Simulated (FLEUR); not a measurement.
# BN (F-43m) in FLEUR: further runs

The runs below take BN through density of states, band structure, equation of state, with PBEsol, PBE+D3, RPBE.

Everything below comes from runs of FLEUR MaX-R8.1 (later development tree). Logs are shortened: lines on timing, memory, paths and dates and some standing lists are left out, and cuts for length are marked.

**Experimental background.**

From “Effect of nanostructuration on compressibility of cubic BN”, 2012, arxiv:1208.3664, for a bulk crystal of BN at 300 K: bulk modulus 395 ± 2 GPa.

The results are compared with them further down.

### Step 1. The crystal as given

Symmetry: F-43m, No. 216, cubic system. Conventional cell: a = 3.626 Å, b = 3.626 Å, c = 3.626 Å, α = 90.00°, β = 90.00°, γ = 90.00°. N (site symmetry -43m) has 4 B at 1.57 Å as nearest neighbours. B (site symmetry -43m) has 4 N at 1.57 Å as nearest neighbours.

The cell is a database's computed one.

### Step 2. Density of states, PBEsol (volume scaled by 1.15)

The input, inp.xml:

```xml
<?xml version="1.0" encoding="UTF-8" standalone="no"?>
<fleurInput fleurInputVersion="0.39">
   <comment>
      BN                                                                                                  
   </comment>
   <calculationSetup>
      <cutoffs Kmax="4.86" Gmax="15.1" GmaxXC="15.1" numbands="0"/>
      <scfLoop itmax="60" minDistance="0.00001" maxIterBroyd="15" imix="Anderson" alpha="0.05" precondParam="0.0" spinf="2.0" sdNocoIR="T"/>
      <coreElectrons ctail="T" frcor="F" kcrel="0" coretail_lmax="0"/>
      <xcFunctional name="PBEs" relativisticCorrections="F"/>
      <magnetism jspins="1"/>
      <soc l_soc="F" theta="0.0" phi="0.0" spav="F"/>
      <expertModes spex="0" secvar="F"/>
      <geometryOptimization l_f="F" forcealpha="1.0" forcemix="BFGS" epsdisp="0.00001" epsforce="0.00001"/>
      <ldaU l_linMix="F" mixParam="0.05" spinf="1.0"/>
   </calculationSetup>
   <cell>
      <bzIntegration valenceElectrons="8.0" mode="gauss" fermiSmearingEnergy="0.00367493">
         <kPointListSelection listName="default-1"/>
         <!-- k-points included here -->
         <xi:include xmlns:xi="http://www.w3.org/2001/XInclude" href="kpts.xml"> </xi:include>
      </bzIntegration>
      <!-- symmetry operations included here -->
      <xi:include xmlns:xi="http://www.w3.org/2001/XInclude" href="sym.xml"> </xi:include>
      <bulkLattice scale="1.0">
         <bravaisMatrix>
            <row-1>    0.0000000000000000     3.5894633563921086     3.5894633563921086</row-1>
            <row-2>    3.5894633563921086     0.0000000000000000     3.5894633563921086</row-2>
            <row-3>    3.5894633563921086     3.5894633563921086     0.0000000000000000</row-3>
         </bravaisMatrix>
      </bulkLattice>
   </cell>
   <atomSpecies>
      <species name="Nitrogen (N)" element="N" atomicNumber="7">
         <mtSphere radius="1.44" gridPoints="477" logIncrement="0.022"/>
         <atomicCutoffs lmax="8" lnonsphr="6"/>
         <electronConfig flipSpins="F">
            <coreConfig>(1s1/2)</coreConfig>
            <valenceConfig>(2s1/2) (2p1/2) (2p3/2)</valenceConfig>
            <stateOccupation state="(2p1/2)" spinUp="0.500000" spinDown="0.500000"/>
            <stateOccupation state="(2p3/2)" spinUp="1.000000" spinDown="1.000000"/>
         </electronConfig>
         <energyParameters s="2" p="2" d="3" f="4"/>
         <lo type="SCLO" l="0" n="2" eDeriv="2"/>
         <lo type="SCLO" l="1" n="2" eDeriv="2"/>
         <lo type="SCLO" l="2" n="3" eDeriv="2"/>
      </species>
      <species name="Boron (B)" element="B" atomicNumber="5">
         <mtSphere radius="1.44" gridPoints="477" logIncrement="0.021"/>
         <atomicCutoffs lmax="8" lnonsphr="6"/>
         <electronConfig flipSpins="F">
            <coreConfig>(1s1/2)</coreConfig>
            <valenceConfig>(2s1/2) (2p1/2) (2p3/2)</valenceConfig>
            <stateOccupation state="(2p1/2)" spinUp="0.166667" spinDown="0.166667"/>
            <stateOccupation state="(2p3/2)" spinUp="0.333333" spinDown="0.333333"/>
         </electronConfig>
         <energyParameters s="2" p="2" d="3" f="4"/>
         <lo type="SCLO" l="0" n="2" eDeriv="2"/>
         <lo type="SCLO" l="1" n="2" eDeriv="2"/>
         <lo type="SCLO" l="2" n="3" eDeriv="2"/>
      </species>
   </atomSpecies>
   <atomGroups>
      <atomGroup species="Nitrogen (N)">
         <relPos label="                   1">1.000/4.000 1.000/4.000 1.000/4.000</relPos>
         <force calculate="T" relaxXYZ="TTT"/>
      </atomGroup>
      <atomGroup species="Boron (B)">
         <relPos label="                   2">.0000000000 .0000000000 .0000000000</relPos>
         <force calculate="T" relaxXYZ="TTT"/>
      </atomGroup>
   </atomGroups>
   <output dos="F" band="F" slice="F">
      <checks vchk="F" cdinf="F"/>
      <bandDOS minEnergy="-.5*Htr" maxEnergy="0.5*Htr" sigma="0.015" storeEVData="T"/>
      <vacuumDOS vacdos="F" integ="F" star="F" nstars="0" locx1="0.0" locy1="0.0" locx2="0.0" locy2="0.0" nstm="0" tworkf="0.0"/>
      <unfoldingBand unfoldBand="F" supercellX="1" supercellY="1" supercellZ="1"/>
      <plotting iplot="0" polar="F">
         <plot TwoD="T" vec1="  1.0  0.0  0.0" vec2="  0.0  1.0  0.0" vec3="  0.0  0.0  1.0" zero="  0.0  0.0  0.0" file="plot"/>
      </plotting>
      <chargeDensitySlicing numkpt="0" minEigenval="0.0" maxEigenval="0.0" nnne="0" pallst="F"/>
      <specialOutput eonly="F"/>
      <moessbauerParams electricFieldGradient="T" isomerShift="T" coreHyperfine="T" valenceHyperfine="T"/>
      <magneticCircularDichroism mcd="F" energyLo="-10.0" energyUp="0.0"/>
   </output>
  <!-- We include the file relax.xml here to enable relaxations (see documentation) -->
  <xi:include xmlns:xi="http://www.w3.org/2001/XInclude" href="relax.xml"> <xi:fallback/> </xi:include>
</fleurInput>
```

The input, crystal.txt:

```
BN
&input cartesian=F /
0.0000000000  1.8994622076  1.8994622076
1.8994622076  0.0000000000  1.8994622076
1.8994622076  1.8994622076  0.0000000000
1.8897261246
1.0 1.0 1.0

2
7 0.2500000000  0.2500000000  0.2500000000
5 0.0000000000  0.0000000000  0.0000000000

&kpt div1=13 div2=13 div3=13 gamma=T /
```

The input, inp.xml (dos):

```
<?xml version="1.0" encoding="UTF-8" standalone="no"?>
<fleurInput fleurInputVersion="0.39">
   <comment>
      BN                                                                                                  
   </comment>
   <calculationSetup>
      <cutoffs Kmax="4.86" Gmax="15.1" GmaxXC="15.1" numbands="0"/>
      <scfLoop itmax="60" minDistance="0.00001" maxIterBroyd="15" imix="Anderson" alpha="0.05" precondParam="0.0" spinf="2.0" sdNocoIR="T"/>
      <coreElectrons ctail="T" frcor="F" kcrel="0" coretail_lmax="0"/>
      <xcFunctional name="PBEs" relativisticCorrections="F"/>
      <magnetism jspins="1"/>
      <soc l_soc="F" theta="0.0" phi="0.0" spav="F"/>
      <expertModes spex="0" secvar="F"/>
      <geometryOptimization l_f="F" forcealpha="1.0" forcemix="BFGS" epsdisp="0.00001" epsforce="0.00001"/>
      <ldaU l_linMix="F" mixParam="0.05" spinf="1.0"/>
   </calculationSetup>
   <cell>
      <bzIntegration valenceElectrons="8.0" mode="gauss" fermiSmearingEnergy="0.00367493">
         <kPointListSelection listName="default-1"/>
         <!-- k-points included here -->
         <xi:include xmlns:xi="http://www.w3.org/2001/XInclude" href="kpts.xml"> </xi:include>
      </bzIntegration>
      <!-- symmetry operations included here -->
      <xi:include xmlns:xi="http://www.w3.org/2001/XInclude" href="sym.xml"> </xi:include>
      <bulkLattice scale="1.0">
         <bravaisMatrix>
            <row-1>    0.0000000000000000     3.5894633563921086     3.5894633563921086</row-1>
            <row-2>    3.5894633563921086     0.0000000000000000     3.5894633563921086</row-2>
            <row-3>    3.5894633563921086     3.5894633563921086     0.0000000000000000</row-3>
         </bravaisMatrix>
      </bulkLattice>
   </cell>
   <atomSpecies>
      <species name="Nitrogen (N)" element="N" atomicNumber="7">
         <mtSphere radius="1.44" gridPoints="477" logIncrement="0.022"/>
         <atomicCutoffs lmax="8" lnonsphr="6"/>
         <electronConfig flipSpins="F">
            <coreConfig>(1s1/2)</coreConfig>
            <valenceConfig>(2s1/2) (2p1/2) (2p3/2)</valenceConfig>
            <stateOccupation state="(2p1/2)" spinUp="0.500000" spinDown="0.500000"/>
            <stateOccupation state="(2p3/2)" spinUp="1.000000" spinDown="1.000000"/>
         </electronConfig>
         <energyParameters s="2" p="2" d="3" f="4"/>
         <lo type="SCLO" l="0" n="2" eDeriv="2"/>
         <lo type="SCLO" l="1" n="2" eDeriv="2"/>
         <lo type="SCLO" l="2" n="3" eDeriv="2"/>
      </species>
      <species name="Boron (B)" element="B" atomicNumber="5">
         <mtSphere radius="1.44" gridPoints="477" logIncrement="0.021"/>
         <atomicCutoffs lmax="8" lnonsphr="6"/>
         <electronConfig flipSpins="F">
            <coreConfig>(1s1/2)</coreConfig>
            <valenceConfig>(2s1/2) (2p1/2) (2p3/2)</valenceConfig>
            <stateOccupation state="(2p1/2)" spinUp="0.166667" spinDown="0.166667"/>
            <stateOccupation state="(2p3/2)" spinUp="0.333333" spinDown="0.333333"/>
         </electronConfig>
         <energyParameters s="2" p="2" d="3" f="4"/>
         <lo type="SCLO" l="0" n="2" eDeriv="2"/>
         <lo type="SCLO" l="1" n="2" eDeriv="2"/>
         <lo type="SCLO" l="2" n="3" eDeriv="2"/>
      </species>
   </atomSpecies>
   <atomGroups>
      <atomGroup species="Nitrogen (N)">
         <relPos label="                   1">1.000/4.000 1.000/4.000 1.000/4.000</relPos>
         <force calculate="T" relaxXYZ="TTT"/>
      </atomGroup>
      <atomGroup species="Boron (B)">
         <relPos label="                   2">.0000000000 .0000000000 .0000000000</relPos>
         <force calculate="T" relaxXYZ="TTT"/>
      </atomGroup>
   </atomGroups>
   <output dos="T" band="F" slice="F">
      <checks vchk="F" cdinf="F"/>
      <bandDOS minEnergy="-0.8*Htr" maxEnergy="0.5*Htr" sigma="0.005" storeEVData="T"/>
      <vacuumDOS vacdos="F" integ="F" star="F" nstars="0" locx1="0.0" locy1="0.0" locx2="0.0" locy2="0.0" nstm="0" tworkf="0.0"/>
      <unfoldingBand unfoldBand="F" supercellX="1" supercellY="1" supercellZ="1"/>
      <plotting iplot="0" polar="F">
         <plot TwoD="T" vec1="  1.0  0.0  0.0" vec2="  0.0  1.0  0.0" vec3="  0.0  0.0  1.0" zero="  0.0  0.0  0.0" file="plot"/>
      </plotting>
      <chargeDensitySlicing numkpt="0" minEigenval="0.0" maxEigenval="0.0" nnne="0" pallst="F"/>
      <specialOutput eonly="F"/>
      <moessbauerParams electricFieldGradient="T" isomerShift="T" coreHyperfine="T" valenceHyperfine="T"/>
      <magneticCircularDichroism mcd="F" energyLo="-10.0" energyUp="0.0"/>
   </output>
  <!-- We include the file relax.xml here to enable relaxations (see documentation) -->
  <xi:include xmlns:xi="http://www.w3.org/2001/XInclude" href="relax.xml"> <xi:fallback/> </xi:include>
</fleurInput>
```

Potentials or basis: all-electron, FLAPW.

The run is started by

```sh
$ inpgen -f crystal.txt -profile fastHighL
$ # inp.xml edited to the form shown
$ fleur_MPI
$ fleur_MPI   # second run, on inp.xml (dos)
```

What it wrote:

```text
Welcome to FLEUR        (www.flapw.de)
      MaX-Release 8.1          (www.max-centre.eu)

 ========== k-point set info ==========
 Selected k-point list: default-1
 k-point list type: mesh
 13 x 13 x 13
 Number of k points: 84

 ------------Calculation Setup---------------------------
 Number of MPI-tasks      :            1
 Number of PE/node        :            1
 Number of OMP-threads    :            1
 Most efficient MPI parallelization for:
           1           2           3           4           6           7          12          14          21          28          42          84
 Additional eigenvalue parallelization possible
 Number of basis functions:          220
 Approximate size of matrices (H+S) per k-point:         0.001 GB
 --------------------------------------------------------
Nuclear radius smaller than smallest radial mesh point for atom type 2 -- skipping its core isomer shift
Nuclear radius smaller than smallest radial mesh point for atom type 2 -- skipping its isomer shift
 Iteration:     1   Distance:      24.55166817 me/bohr^3
Nuclear radius smaller than smallest radial mesh point for atom type 2 -- skipping its core isomer shift
Nuclear radius smaller than smallest radial mesh point for atom type 2 -- skipping its isomer shift
 Iteration:     2   Distance:      22.14279708 me/bohr^3
Nuclear radius smaller than smallest radial mesh point for atom type 2 -- skipping its core isomer shift
Nuclear radius smaller than smallest radial mesh point for atom type 2 -- skipping its isomer shift
 Iteration:     3   Distance:      10.35820235 me/bohr^3
Nuclear radius smaller than smallest radial mesh point for atom type 2 -- skipping its core isomer shift
Nuclear radius smaller than smallest radial mesh point for atom type 2 -- skipping its isomer shift
 Iteration:     4   Distance:       2.59159376 me/bohr^3
Nuclear radius smaller than smallest radial mesh point for atom type 2 -- skipping its core isomer shift
Nuclear radius smaller than smallest radial mesh point for atom type 2 -- skipping its isomer shift
 Iteration:     5   Distance:       0.88841732 me/bohr^3
Nuclear radius smaller than smallest radial mesh point for atom type 2 -- skipping its core isomer shift
Nuclear radius smaller than smallest radial mesh point for atom type 2 -- skipping its isomer shift
 Iteration:     6   Distance:       0.20064668 me/bohr^3
Nuclear radius smaller than smallest radial mesh point for atom type 2 -- skipping its core isomer shift
Nuclear radius smaller than smallest radial mesh point for atom type 2 -- skipping its isomer shift
 Iteration:     7   Distance:       0.10529757 me/bohr^3
Nuclear radius smaller than smallest radial mesh point for atom type 2 -- skipping its core isomer shift
Nuclear radius smaller than smallest radial mesh point for atom type 2 -- skipping its isomer shift
 Iteration:     8   Distance:       0.01629364 me/bohr^3
Nuclear radius smaller than smallest radial mesh point for atom type 2 -- skipping its core isomer shift
Nuclear radius smaller than smallest radial mesh point for atom type 2 -- skipping its isomer shift
 Iteration:     9   Distance:       0.01271907 me/bohr^3
Nuclear radius smaller than smallest radial mesh point for atom type 2 -- skipping its core isomer shift
Nuclear radius smaller than smallest radial mesh point for atom type 2 -- skipping its isomer shift
 Iteration:    10   Distance:       0.00085063 me/bohr^3
Nuclear radius smaller than smallest radial mesh point for atom type 2 -- skipping its core isomer shift
Nuclear radius smaller than smallest radial mesh point for atom type 2 -- skipping its isomer shift
 Iteration:    11   Distance:       0.00034705 me/bohr^3
Nuclear radius smaller than smallest radial mesh point for atom type 2 -- skipping its core isomer shift
Nuclear radius smaller than smallest radial mesh point for atom type 2 -- skipping its isomer shift
 Iteration:    12   Distance:       0.00004156 me/bohr^3
Nuclear radius smaller than smallest radial mesh point for atom type 2 -- skipping its core isomer shift
Nuclear radius smaller than smallest radial mesh point for atom type 2 -- skipping its isomer shift
 Iteration:    13   Distance:       0.00000314 me/bohr^3

 ********************************************************************
 Run finished successfully
 Stop message:
   all done
 ********************************************************************
```

Run time: 26 s. Hardware: 1 thread of Arm Neoverse V1, shared host; peak memory 0.05 GiB.

What came out:

- Free energy: -2159.9126 eV
- Band gap on the k mesh: 4.17 eV, indirect (least direct gap 7.97 eV)
- Valence electrons inside the program's atomic spheres: N 3.50; B 1.13 (radii N 1.44, B 1.44 bohr)

States per cell in windows of 0.5 eV (zero at the valence-band top; states under -8 eV left out):
```tsv
from (eV)	total	INT	MT:1p	MT:2p	MT:2s	MT:1s	MT:2d
-8.0	0.42	0.21	0.12	0.02	0.05	0.01	0.00
-7.5	0.45	0.22	0.13	0.02	0.06	0.02	0.00
-7.0	0.17	0.08	0.05	0.01	0.01	0.01	0.00
-6.5	0.28	0.13	0.09	0.03	0.02	0.01	0.00
-6.0	0.31	0.14	0.10	0.03	0.02	0.01	0.00
-5.5	0.29	0.13	0.10	0.03	0.01	0.01	0.00
-5.0	0.34	0.15	0.13	0.04	0.01	0.01	0.00
-4.5	0.59	0.25	0.23	0.07	0.02	0.01	0.00
-4.0	0.36	0.15	0.15	0.05	0.01	0.00	0.00
-3.5	0.53	0.21	0.23	0.07	0.01	0.01	0.00
-3.0	0.52	0.20	0.24	0.07	0.01	0.00	0.00
-2.5	0.37	0.14	0.18	0.05	0.00	0.00	0.00
-2.0	0.47	0.16	0.23	0.06	0.00	0.00	0.00
-1.5	0.26	0.09	0.14	0.03	0.00	0.00	0.00
-1.0	0.15	0.05	0.08	0.02	0.00	0.00	0.00
-0.5	0.09	0.03	0.05	0.01	0.00	0.00	0.00
0.0	0.01	0.00	0.00	0.00	0.00	0.00	0.00
0.5	0.00	0.00	0.00	0.00	0.00	0.00	0.00
1.0	0.00	0.00	0.00	0.00	0.00	0.00	0.00
1.5	0.00	0.00	0.00	0.00	0.00	0.00	0.00
2.0	0.00	0.00	0.00	0.00	0.00	0.00	0.00
2.5	0.00	0.00	0.00	0.00	0.00	0.00	0.00
3.0	0.00	0.00	0.00	0.00	0.00	0.00	0.00
3.5	0.00	0.00	0.00	0.00	0.00	0.00	0.00
4.0	0.01	0.01	0.00	0.00	0.00	0.00	0.00
4.5	0.05	0.03	0.00	0.01	0.00	0.01	0.00
```

Core levels (eV from the Fermi level):
```csv
atom,levels
1 N,1s1/2 -374.1
2 B,1s1/2 -172.2
```

Caveat: an odd mesh through Γ misses points on the zone boundary, where band edges often lie.

[end of part 1 of 2]
